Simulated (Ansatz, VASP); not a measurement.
# GaN in two plane-wave programs

Wanted: the spread between two codes on one cell, functional and k mesh. The cell is taken from a series of VASP runs on this material, whose earlier steps may have relaxed, scaled or displaced it; both programs get it as it stands.

Method: plane waves, with VASP 6.6.1 beside it; relaxation of cell and atoms at PBEsol and relaxation of cell and atoms at HSE06, in Ansatz 0.2.0.

## 1. The structure

Symmetry: P6_3mc, No. 186, hexagonal system. Conventional cell: a = 3.181 Å, b = 3.181 Å, c = 5.181 Å, α = 90.00°, β = 90.00°, γ = 120.00°. Nearest to Ga lie 4 N at 1.94 to 1.95 Å. N has 4 Ga at 1.94 to 1.95 Å nearest. Farther neighbours and most contacts between anions are not listed.

As a file:

```xyz
4
Lattice="3.1809 0.0000 0.0000 -1.5905 2.7548 0.0000 0.0000 0.0000 5.1813" Properties=species:S:1:pos:R:3 pbc="T T T"
Ga    0.0000    1.8365    0.4748
Ga    1.5905    0.9183    3.0655
N     0.0000    1.8365    2.4267
N     1.5905    0.9183    5.0173
```

## 2. VASP: relaxation of cell and atoms, PBEsol

The relaxed volume is the usual yardstick between codes: its relative difference is about their pressure difference at one cell divided by the bulk modulus.

Lines of VASP's logs that name or quote its potential files are left out, and so is its time.

The input, INCAR:

```
SYSTEM = GaN
PREC = Accurate
ENCUT = 520
EDIFF = 1E-06
NELM = 100
ISMEAR = 0
SIGMA = 0.03
LREAL = .FALSE.
ALGO = Normal
GGA = PS
NBANDS = 24
LORBIT = 11
LWAVE = .FALSE.
LCHARG = .FALSE.
KPAR = 8
IBRION = 2
NSW = 50
ISIF = 3
EDIFFG = -0.006
```

The input, POSCAR:

```
GaN
1.0
    3.1809192670      0.0000000000      0.0000000000
   -1.5904596335      2.7547568926      0.0000000000
    0.0000000000      0.0000000000      5.1812847602
Ga N
2 2
Direct
    0.3333333333      0.6666666667      0.0916471313
    0.6666666667      0.3333333333      0.5916471313
    0.3333333333      0.6666666667      0.4683528687
    0.6666666667      0.3333333333      0.9683528687
```

The input, KPOINTS:

```
Automatic mesh
0
Gamma
8 8 4
0 0 0
```

Potentials, in the order of the species: Ga_d and N (PBE family, release 64).

Command:

```bash
mpirun -np 8 vasp_std
```

Numbers of over 12 decimals in the logs are rounded to 6 here.

The log of the run:

```text
[banner, memory and clock lines left out]
running    8 mpi-ranks, on    1 nodes
 distrk:  each k-point on    1 cores,    8 groups
 distr:  one band on    1 cores,    1 groups

 POSCAR found type information on POSCAR GaN
 POSCAR found :  2 types and       4 ions
|                                                                             |
|           W    W    AA    RRRRR   N    N  II  N    N   GGGG   !!!           |
|           W    W   A  A   R    R  NN   N  II  NN   N  G    G  !!!           |
|           W    W  A    A  R    R  N N  N  II  N N  N  G       !!!           |
|           W WW W  AAAAAA  RRRRR   N  N N  II  N  N N  G  GGG   !            |
|           WW  WW  A    A  R   R   N   NN  II  N   NN  G    G                |
|           W    W  A    A  R    R  N    N  II  N    N   GGGG   !!!           |
|                                                                             |
|     For optimal performance we recommend to set                             |
|       NCORE = 2 up to number-of-cores-per-socket                            |
|     NCORE specifies how many cores store one orbital (NPAR=cpu/NCORE).      |
|     This setting can greatly improve the performance of VASP for DFT.       |
|     The default, NCORE=1 might be grossly inefficient on modern             |
|     multi-core architectures or massively parallel machines. Do your        |
|     Unfortunately you need to use the default for GW and RPA                |
|     calculations (for HF NCORE is supported but not extensively tested      |
|     yet).                                                                   |
|                                                                             |

|                                                                             |
|               ----> ADVICE to this user running VASP <----                  |
|                                                                             |
|     You enforced a specific xc type in the INCAR file but a different       |
|     [... a line on the potential file left out ...]
|     I HOPE YOU KNOW WHAT YOU ARE DOING!                                     |
|                                                                             |

 LDA part: xc-table for (Slater+PW92), standard interpolation
 POSCAR, INCAR and KPOINTS ok, starting setup
 FFT: planning ... GRIDC
 FFT: planning ... GRID_SOFT
 FFT: planning ... GRID
 WAVECAR not read
 entering main loop
       N       E                     dE             d eps       ncg     rms          rms(c)
DAV:   1     0.271596047880E+03    0.27160E+03   -0.17964E+04  1568   0.279E+03
DAV:   2     0.269593348079E+01   -0.26890E+03   -0.25780E+03  1608   0.512E+02
DAV:   3    -0.289118125690E+02   -0.31608E+02   -0.31323E+02  1696   0.143E+02
DAV:   4    -0.299051687763E+02   -0.99336E+00   -0.99130E+00  1928   0.283E+01
DAV:   5    -0.299192709801E+02   -0.14102E-01   -0.14101E-01  1624   0.298E+00    0.102E+01
DAV:   6    -0.262491735168E+02    0.36701E+01   -0.10985E+01  2496   0.527E+01    0.307E+00
DAV:   7    -0.263167258326E+02   -0.67552E-01   -0.14259E+00  1496   0.899E+00    0.264E+00
DAV:   8    -0.262938351894E+02    0.22891E-01   -0.23398E-01  2504   0.644E+00    0.984E-01
DAV:   9    -0.262712030695E+02    0.22632E-01   -0.88179E-02  2416   0.487E+00    0.305E-01
DAV:  10    -0.262719970658E+02   -0.79400E-03   -0.47350E-03  1712   0.659E-01    0.850E-02
DAV:  11    -0.262718109048E+02    0.18616E-03   -0.11992E-03  2296   0.628E-01    0.314E-02
DAV:  12    -0.262718226483E+02   -0.11744E-04   -0.12778E-04  1520   0.810E-02    0.337E-02
DAV:  13    -0.262718205361E+02    0.21122E-05   -0.45819E-05  2208   0.785E-02    0.160E-02
DAV:  14    -0.262718205549E+02   -0.18803E-07   -0.67139E-06  1552   0.202E-02
   1 F= -.26271821E+02 E0= -.26271821E+02  d E =-.262718E+02
 curvature:   0.00 expect dE= 0.000E+00 dE for cont linesearch  0.000E+00
 trial: gam= 0.00000 g(F)=  0.129E-05 g(S)=  0.645E-05 ort = 0.000E+00 (trialstep = 0.100E+01)
 search vector abs. value=  0.774E-05
 reached required accuracy - stopping structural energy minimisation
```

OUTCAR, selected parts (step 2):

```text
ion  position               nearest neighbor table
   1  0.333  0.667  0.092-   4 1.94   4 1.94   4 1.94   3 1.95
   2  0.667  0.333  0.592-   3 1.94   3 1.94   3 1.94   4 1.95
   3  0.333  0.667  0.468-   2 1.94   2 1.94   2 1.94   1 1.95
   4  0.667  0.333  0.968-   1 1.94   1 1.94   1 1.94   2 1.95

  LATTYP: Found a hexagonal cell.
 ALAT       =     3.1809192670
 C/A-ratio  =     1.6288639620

 Subroutine GETGRP returns: Found 12 space group operations
 (whereof  6 operations were pure point group operations)

The static configuration has the point symmetry C_3v.
 The point group associated with its full space group is C_6v.

 Found     30 irreducible k-points:

   k-points           NKPTS =     30   k-points in BZ     NKDIM =     30   number of bands    NBANDS=     24

   dimension x,y,z NGX =    24 NGY =   24 NGZ =   40
   dimension x,y,z NGXF=    48 NGYF=   48 NGZF=   80

   ENCUT  =  520.0 eV  38.22 Ry    6.18 a.u.   5.91  5.91  9.63*2*pi/ulx,y,z

   NELECT =      36.0000    total number of electrons

 k-points in reciprocal lattice and weights: Automatic mesh
   0.00000000  0.00000000  0.00000000       0.004
   0.12500000 -0.00000000  0.00000000       0.023
   0.25000000 -0.00000000  0.00000000       0.023
   0.37500000 -0.00000000  0.00000000       0.023
   0.50000000 -0.00000000  0.00000000       0.012
   0.12500000  0.12500000  0.00000000       0.023
   0.25000000  0.12500000  0.00000000       0.047
   0.37500000  0.12500000  0.00000000       0.047
   0.25000000  0.25000000  0.00000000       0.023
[...]
0.25000000  0.25000000  0.50000000       0.023
   0.37500000  0.25000000  0.50000000       0.023

 average (electrostatic) potential at core
       1 -63.2404       2 -63.2404       3 -62.0882       4 -62.0882

 E-fermi :   5.4323

 k-point     1 :       0.0000    0.0000    0.0000
  band No.  band energies     occupation
    ...
     14       4.2011      2.00000
     15       4.2011      2.00000
     16       5.2111      2.00000
     17       5.2529      2.00000
     18       5.2529      2.00000
     19       7.1621      0.00000
     20       9.4761      0.00000
     21      14.3832      0.00000
     22      15.0848      0.00000
     23      15.0848      0.00000
    ...

 k-point     2 :       0.1250   -0.0000    0.0000
  band No.  band energies     occupation
    ...
     14       3.1262      2.00000
     15       3.8857      2.00000
     16       4.0874      2.00000
     17       5.0519      2.00000
     18       5.1111      2.00000
     19       8.2068      0.00000
     20      10.3462      0.00000
     21      13.8096      0.00000
     22      14.3125      0.00000
     23      15.4703      0.00000
    ...

 k-point     3 :       0.2500   -0.0000    0.0000
  band No.  band energies     occupation
    ...
     14       1.1905      2.00000
     15       2.3609      2.00000
     16       3.2337      2.00000
     17       4.5268      2.00000
     18       4.7462      2.00000
     19       9.5164      0.00000
     20      11.1422      0.00000
     21      12.5522      0.00000
     22      13.7167      0.00000
     23      15.3538      0.00000
    ...

  Total        0.0002729      0.0002729      0.0231285      0.0000000      0.0000000      0.0000000
  in kB        0.0096311      0.0096311      0.8161766      0.0000000      0.0000000      0.0000000
  external PRESSURE =       0.2784796 kB  Pullay stress =       0.0000000 kB

  energy-cutoff  :      520.00
  volume of cell :       45.40
      direct lattice vectors                 reciprocal lattice vectors
     3.180919267  0.000000000  0.000000000     0.314374530  0.181504220  0.000000000
    -1.590459634  2.754756893  0.000000000     0.000000000  0.363008439  0.000000000
     0.000000000  0.000000000  5.181284760     0.000000000  0.000000000  0.193002324

 POSITION                                       TOTAL-FORCE (eV/Angst)
 -----------------------------------------------------------------------------------
     -0.00000      1.83650      0.47485         0.000000     -0.000000      0.002585
      1.59046      0.91825      3.06549        -0.000000     -0.000000      0.002585
     -0.00000      1.83650      2.42667        -0.000000      0.000000     -0.002585
      1.59046      0.91825      5.01731         0.000000     -0.000000     -0.002585
 -----------------------------------------------------------------------------------
    total drift:                               -0.000001     -0.000002      0.000896

  FREE ENERGIE OF THE ION-ELECTRON SYSTEM (eV)
  ---------------------------------------------------
  free  energy   TOTEN  =       -26.2718205549 eV

  energy  without entropy=      -26.2718205549  energy(sigma->0) =      -26.27182055

 reached required accuracy - stopping structural energy minimisation

 total charge
# of ion       s       p       d       tot
------------------------------------------
    1        0.790   0.911  10.185  11.886
    2        0.790   0.911  10.185  11.886
    3        1.217   2.513   0.000   3.730
    4        1.217   2.513   0.000   3.730
--------------------------------------------------
tot          4.014   6.848  20.369  31.231

[... 3 further parts left out ...]
```

CONTCAR:

```
GaN
   1.00000000000000
     3.1809192670000002    0.0000000000000000    0.0000000000000000
    -1.5904596335000001    2.7547568926000001    0.0000000000000000
     0.0000000000000000    0.0000000000000000    5.1812847601999996
  Ga              N
     2     2
Direct
     0.3333333332999970    0.6666666667000030    0.0916471313000002
     0.6666666667000030    0.3333333332999970    0.5916471313000002
     0.3333333332999970    0.6666666667000030    0.4683528687000020
     0.6666666667000030    0.3333333332999970    0.9683528687000020
```

The run keeps the 12 symmetry operations of its start, so it cannot find a distortion of lower symmetry.

## 3. Ansatz: relaxation of cell and atoms, PBEsol

Ansatz runs on its default PAW (the set named soft_2) files.

The same cell, functional, mesh and smearing now go to Ansatz, which takes its cutoff from its data sets.

The input, input.yaml:

```yaml
crystal:
  lattice:
    - [3.180919267, 0.0, 0.0]
    - [-1.5904596335, 2.7547568926, 0.0]
    - [0.0, 0.0, 5.1812847602]
  atoms:
    - { symbol: Ga, position: [0.3333333333, 0.6666666667, 0.0916471313] }
    - { symbol: Ga, position: [0.6666666667, 0.3333333333, 0.5916471313] }
    - { symbol: "N", position: [0.3333333333, 0.6666666667, 0.4683528687] }
    - { symbol: "N", position: [0.6666666667, 0.3333333333, 0.9683528687] }
hamiltonian:
  xc: pbesol
  pseudopotentials: { kind: paw }
kpoints:
  mp_grid: { grid: [8, 8, 4] }
scf:
  occupations: { method: gaussian, width: 0.03 }
relax:
  f_tol: 0.01
  max_steps: 60
  cell: { stress_tol: 0.05 }
output:
  forces: true
  stress: true
  write_density: true
  write_potential: true
  elf: true
  volumetric_format: npy
```

Command:

```bash
ansatz run input.yaml --threads 4 --pin off --max-ram 9216MiB --backend cpu --events-out ev --progress --plain --runs-dir out
```

The log of the run:

```text
Engine: ansatz 0.2.0, x86_64-unknown-linux-gnu
Pseudopotentials: kind: paw
Pseudopotential: Ga, paw, valence charge 13, recommended cutoff 420 eV (normal), Ga.paw.azcp
Pseudopotential: N, paw, valence charge 5, recommended cutoff 420 eV (normal), N.paw.azcp
Functional definition: PBEsol
  exchange = pbesol_x
  correlation = pbesol_c
Crystal: 4 atoms, lattice volume = 45.402 Å³
Basis set: ecut = 420 eV, 893 PW (Γ), exchange–correlation on 48×48×72 points (8 copies of the dense FFT grid, shifted against one another)
Bands: 22, of which v1, the nominal top of the filled ones, is band 18 counted from 1 (17 counted from 0)
Symmetry: 12 space group operations
Space group: P63mc (ITA 186), of the structure as read, at distance tolerance 3.6e-5 Å
k-points: 30 of 256 (time reversal used)
Non-local potential: Ga, projectors of the file, l = 0: 2, l = 1: 2, l = 2: 3, l = 3: 1
Non-local potential: N, projectors of the file, l = 0: 2, l = 1: 2, l = 2: 1
PAW form: soft (Blöchl's): semilocal exchange-correlation on the pseudo side does not see the compensation charge
PAW frozen core: Ga, regenerated for the run's functional, and the local potential with it (the file was generated under x = pbe(κ = 0.804, μ = 0.219515), c = pbe(β = 0.066725))
PAW frozen core: N, regenerated for the run's functional, and the local potential with it (the file was generated under x = pbe(κ = 0.804, μ = 0.219515), c = pbe(β = 0.066725))
PAW one-centre angular grid: Ga, 590 points (default); XC on 64 Gauss nodes
PAW one-centre angular grid: N, 110 points (default); XC on 64 Gauss nodes
Initial density: superposition of atomic densities (neutral atoms: chi_scale 0, normalization atom), corrected by the library's trained network
Initial wavefunctions: pseudopotential atomic-orbital guess
Functional: x = pbesol(κ = 0.804, μ = 0.123457), c = pbesol(β = 0.046)
SCF iter   1: F=—  HF=-8245.713718 eV  |F-HF|=—  |Δ(HF+E_count)|=         —  Δρ=1.27e-2  dr2=7.06e-2  ethr=1.77e-3  ⟨swp⟩=5.4  Hψ=2639  notcnv=0
preconditioner: auto → Resta (q_TF=auto, 2.625 Å⁻¹)  ε∞=5.0  [insulator: Δε(μ)=1.795 eV  Ē_g=16.511 eV  σ=0.030 eV  W_gap=1.00  n_scr=22 (ndim 8)  ℏωp=33.1 eV  f_vac=0.009  D(μ)=0.00/eV (n_scr^D=0)  ε∞_Penn≈5.0]
SCF iter   2: F=—  HF=-8245.693807 eV  |F-HF|=—  |Δ(HF+E_count)|=   1.99e-2  Δρ=1.89e-3  dr2=1.64e-3  ethr=1.96e-4  ⟨swp⟩=2.1  Hψ=1135  notcnv=0
SCF iter   3: F=—  HF=-8245.693601 eV  |F-HF|=—  |Δ(HF+E_count)|=   2.06e-4  Δρ=8.83e-4  dr2=2.65e-4  ethr=4.56e-6  ⟨swp⟩=2.2  Hψ=854  notcnv=0
SCF iter   4: F=—  HF=-8245.693622 eV  |F-HF|=—  |Δ(HF+E_count)|=   2.07e-5  Δρ=1.62e-4  dr2=1.31e-5  ethr=7.35e-7  ⟨swp⟩=2.0  Hψ=1200  notcnv=0
SCF iter   5: F=—  HF=-8245.693610 eV  |F-HF|=—  |Δ(HF+E_count)|=   1.18e-5  Δρ=1.06e-4  dr2=3.24e-6  ethr=3.65e-8  ⟨swp⟩=2.0  Hψ=1196  notcnv=0
SCF iter   6: F=—  HF=-8245.693612 eV  |F-HF|=—  |Δ(HF+E_count)|=   2.08e-6  Δρ=1.93e-5  dr2=1.21e-7  ethr=8.99e-9  ⟨swp⟩=2.7  Hψ=1194  notcnv=0
SCF iter   7: F=-8245.693612 eV  HF=-8245.693612 eV  |F-HF|=4.88e-9  |Δ(HF+E_count)|=   7.05e-8  Δρ=3.08e-6  dr2=4.06e-9  ethr=2.78e-10  ⟨swp⟩=7.0  Hψ=3724  notcnv=0
SCF 1 converged in 7 iterations: F = -8245.693612 eV  dr2 = 4.06e-9
  greatest PAW one-centre occupation: 0.995 electrons in one spin orbital (limit 2), on the Ga atom at site 0 (counted from 0), in its partial waves of l = 2
relax step   1: F+E_penalty+E_count = -8245.69361193 eV  Δ(F+E_penalty+E_count) = +0.000e0 eV  max|allowed force component| = 3.388e-3 eV/Å  Δτ_max = 0.0000 Å  P = +0.343 GPa  Ω = 45.402 Å³  (7 SCF iters, dr2 threshold 1.00e-7 eV, accepted)
[...]
relax step   2: F+E_penalty+E_count = -8245.69352530 eV  Δ(F+E_penalty+E_count) = +8.663e-5 eV  max|allowed force component| = 1.991e-3 eV/Å  Δτ_max = 0.0002 Å  P = +0.134 GPa  Ω = 45.451 Å³  energy of the carried Pulay correction = -1.611e-4 eV  (3 SCF iters, dr2 threshold 3.36e-7 eV, accepted)
[...]
relax step   3: F+E_penalty+E_count = -8245.69343483 eV  Δ(F+E_penalty+E_count) = +9.046e-5 eV  max|allowed force component| = 3.793e-4 eV/Å  Δτ_max = 0.0000 Å  P = -0.001 GPa  Ω = 45.482 Å³  energy of the carried Pulay correction = -2.651e-4 eV  (4 SCF iters, dr2 threshold 5.14e-8 eV, accepted)
[...]
relax step   4: F+E_penalty+E_count = -8245.69365924 eV  Δ(F+E_penalty+E_count) = -2.244e-4 eV  max|allowed force component| = 4.069e-4 eV/Å  Δτ_max = 0.0000 Å  P = +0.007 GPa  Ω = 45.482 Å³  stress off target by 8.74e-3 GPa  SCF on the basis re-selected at this cell (its energy is not comparable with the rows above)  (6 SCF iters)
basis re-selected at this cell: Δ(F+E_penalty+E_count) = -2.244e-4 eV, ΔP = +0.008 GPa vs the last step (what re-selecting the basis moved, of the pressure what is left beyond the Pulay correction that the steps carried, after the strain that the cell walked since its last selection, with what the two solves' SCF thresholds leave and, on support functions, any second-order correction that the steps lacked; it is no m [...]
SCF converged after 6 iterations
Free energy (F): -8245.693659 eV
Harris-Foulkes:  -8245.693659 eV  (|F-HF|=1.82e-12)
Internal energy: -8245.693659 eV  (E = F + TS)
E sigma→0 (E₀):  -8245.693659 eV
Fermi energy:    10.562968 eV
--- Per-component energies (eV) ---
  E_band       = -13.084559
  E_kinetic    = 493.548254
  E_local      = -3897.243570  (includes V_loc(G=0)·N_el)
  E_nonlocal   = 951.069332
  E_hartree    = 1790.869678
  E_xc         = -255.412453
  E_vxc        = -267.771840  (∫ρ·V_xc dr)
  E_paw        = -4152.071898  (= ΣΔE_a)
  E_vpaw       = -874.426272  (= ΣTr[D̂ρ^β])
  E_aug_tail   = 0.000111  (compensation charges beyond the density's cutoff)
  E_ewald      = -3178.235267
  E_core_change = 1.782153  (= ΣΔE_core)
  E_smearing   = -0.000000  (= −TS)
  E_closure    = 0.000000  (closes the sum)
  Σ components = -8245.693659   (vs F -8245.693659, Δ=0.00e0)
--- Forces (eV/Å), atoms counted from 1 ---
  atom   1  Ga    -0.00000000     0.00000000     0.00040706
  atom   2  Ga    -0.00000000    -0.00000000     0.00040706
  atom   3  N      0.00000000     0.00000000    -0.00040680
  atom   4  N     -0.00000000    -0.00000000    -0.00040680
  max |Σ_I F_I| component: 5.22e-7 eV/Å
--- Stress (GPa, compression-positive) ---
        0.005764      -0.000000      -0.000000
       -0.000000       0.005764      -0.000000
       -0.000000      -0.000000       0.008738
  P = ⅓ Tr σ = 0.0068 GPa (0.068 kbar)
--- Band table (eV; the first three rows and the last of 30) ---
  k-point 0: bands = [... 14 lower, 8.5771, 9.5810, 9.6249, 9.6249, 11.5007, 13.8265, 18.7321, 19.4415]
  k-point 1: bands = [... 14 lower, 8.7232, 8.7232, 9.4646, 9.4646, 12.7051, 13.9341, 18.3404, 19.0662]
  k-point 2: bands = [... 14 lower, 9.0875, 9.0875, 9.0875, 9.0875, 13.8309, 13.8309, 18.0042, 18.0042]
  k-point 29: bands = [... 14 lower, 5.6460, 5.6460, 8.0911, 8.0911, 15.5768, 15.5768, 17.2460, 17.2460]
--- Relaxed structure (3 steps of the walk, 3 accepted, 1 SCFs on fresh bases) ---
  F+E_penalty+E_count = -8245.69365924 eV   max|allowed force component| = 4.069e-4 eV/Å   (the final SCF, on the basis selected at the relaxed cell)
  cell:  # Å, volume = 45.4823 Å³
    - [3.182585, 0, 5.848139340751783e-19]
    - [-1.591292, 2.756199, -2.9240696703758953e-19]
    - [9.525823417201139e-19, 0.0, 5.185031]
  atoms:
    - { symbol: Ga, position: [0.333333, 0.666667, 0.091686] }
    - { symbol: Ga, position: [0.666667, 0.333333, 0.591686] }
    - { symbol: N, position: [0.333333, 0.666667, 0.468314] }
    - { symbol: N, position: [0.666667, 0.333333, 0.968314] }
```

Elapsed: 1.7 s, on 4 threads of Intel Xeon 6975P-C (Granite Rapids), shared host; peak memory 0.43 GiB.

## 4. Side by side

Known differences besides the potentials themselves: both relaxations stop at a tolerance, which leaves soft axes loose, and VASP keeps its plane-wave basis; the cutoff is 420 eV in Ansatz and 520 eV in VASP; Ansatz makes its cores anew for this functional, VASP keeps those of its PBE data sets; VASP leaves aspherical gradient terms in its spheres out (LASPH is not set), Ansatz keeps them; Ansatz adds a Pulay correction to the stress that steers its cell, VASP none. Total energies have different zeros and are not compared.

The two programs side by side:

```csv
quantity,Ansatz,VASP,difference
volume (Å³),45.48,45.40,+0.18 %
"edge a after relaxation, in the typed setting (Å)",3.183,3.181,+0.05 %
"edge c after relaxation, in the typed setting (Å)",5.185,5.181,+0.07 %
```

The walks stopped with 0.01 GPa left in Ansatz and 0.03 GPa in VASP; each walk ends within a tolerance, so the volume difference is uncertain by about these residues over the bulk modulus, most in soft cells.

(Part 1 of 2 ends here.)

[Lines on the potential files, build, host, timing and source positions are cut from VASP's logs without a mark.]

[Logs are printed without paths, hosts, clocks, repeated set-up lines and the standing remarks that a program may print on its own settings, such as how far it seeks lower states.]

[Hosts, paths, dates, database ids (printed as entryN), source tags and the programs' standing remarks are cut or masked in the printed files.]
